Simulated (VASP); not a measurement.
Ni:

```
CELL_PARAMETERS angstrom
0.00000 1.76194 1.76194
1.76194 0.00000 1.76194
1.76194 1.76194 0.00000
ATOMIC_POSITIONS crystal
Ni 0.00000 0.00000 0.00000
```

```yaml
Program: VASP 6.6.1
Task: relaxation of cell and atoms
Functional: PBE
Potentials_or_basis: VASP PAW PBE potentials, release 64 (Ni)
Cutoff: 520 eV
k_mesh: 4 × 4 × 4
Occupations: gaussian, width 0.1 eV
Spin: collinear spin, ferromagnetic start
Starting_moments: "[0.8] μB"
```

At the start: pressure -4.2 GPa; volume 10.94 Å³/atom.

Problem. Where does the relaxation end?

Solution. Over 5 steps the energy falls by 3.1 meV/atom and the volume is 10.71 Å³/atom (-2.1 %); space group Fm-3m (No. 225, to 0.05 Å); moment 0.59 μB per cell.

Step by step:
```tsv
step	energy change (eV)	largest force (eV/Å)	pressure (GPa)	volume (Å³)
1	0.0000	0.0000	-4.19	10.94
2	-0.0001	0.0000	4.48	10.49
3	-0.0031	0.0000	0.18	10.71
4	-0.0031	0.0000	-0.09	10.72
5	-0.0031	0.0000	-0.02	10.71
```

Final structure:
```
Ni
1.0
     0.00000    1.74975    1.74975
     1.74975    0.00000    1.74975
     1.74975    1.74975    0.00000
Ni
1
Direct
  0.00000 0.00000 0.00000
```

Caveat: the k mesh is coarse (spacing up to 0.77 Å⁻¹), so the values aren't converged.
